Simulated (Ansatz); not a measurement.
# InP: the cost of one run

Method: DFT PBE, scalar-relativistic, plane waves, PAW, in Ansatz 0.2.0.

### 1 Starting point

It takes space group F-43m (No. 216, cubic). The conventional cell has a = 5.904 Å, b = 5.904 Å, c = 5.904 Å, α = 90.00°, β = 90.00°, γ = 90.00°. In (site symmetry -43m) has 4 P at 2.56 Å as nearest neighbours. Around P (site symmetry -43m) lie 4 In at 2.56 Å.

Coordinates:

```
CELL_PARAMETERS angstrom
0.00000 2.95198 2.95198
2.95198 0.00000 2.95198
2.95198 2.95198 0.00000
ATOMIC_POSITIONS crystal
In 0.00000 0.00000 0.00000
P 0.25000 0.25000 0.25000
```

This is candidate A: structure listed in a database for this formula (F-43m, No. 216).

(A quick probe on a coarse mesh, which set the mesh and smearing, is not shown.)

### 3 Full relaxation (candidate A)

File input.yaml:

```yaml
crystal:
  lattice:
    - [0.0, 2.9519763857, 2.9519763857]
    - [2.9519763857, 0.0, 2.9519763857]
    - [2.9519763857, 2.9519763857, 0.0]
  atoms:
    - { symbol: In, position: [0.0, 0.0, 0.0] }
    - { symbol: P, position: [0.25, 0.25, 0.25] }
basis:
  ecutwfc: 420
kpoints:
  mp_grid: { grid: [10, 10, 10] }
hamiltonian:
  xc: pbe
scf:
  occupations: { method: gaussian, width: 0.02 }
output:
  forces: true
  stress: true
  eigenvalues: true
relax:
  adjacent_minimum: "off"
  f_tol: 0.01
  max_steps: 80
  cell: { stress_tol: 0.05 }
```

Run with:

```
ansatz run input.yaml --threads 1 --pin off --max-ram 2560MiB --backend cpu --events-out ev --progress --plain --runs-dir out
```

Q: Estimate wall time and peak memory on 1 thread of Intel Xeon 6975P-C (Granite Rapids), shared host.

About 11 s, with a peak of 0.38 GiB.
